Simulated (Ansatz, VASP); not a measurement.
Two plane-wave programs on V

```
V
1.0
    -1.46949    1.46949    1.46949
     1.46949   -1.46949    1.46949
     1.46949    1.46949   -1.46949
V
1
Direct
  0.00000 0.00000 0.00000
```

Alike in both runs: functional PBE; k mesh 20 × 20 × 20; occupations gaussian, width 0.1 eV; no spin polarisation.

Ansatz relaxed the structure, and its values are those at the end. VASP's run is a single point on that final structure, the one shown.

```csv
,VASP,Ansatz
version,VASP 6.6.1,Ansatz 0.2.0
potentials or method,"VASP PAW PBE potentials, release 64 (V_sv)","scalar-relativistic, plane waves, PAW"
plane-wave cutoff (eV),520,420
valence electrons in the cell,13,13
```

|  | VASP | Ansatz | Ansatz less VASP |
| --- | --- | --- | --- |
| gap on the k mesh at the Fermi level (eV) | none | none | - |
| pressure (GPa) | 12.3 | 12.0 | -0.29 |

A gap of «none» marks a metal or a gap that the smearing closes. With one functional, cell and mesh, what is left measures potentials, basis and numerics.
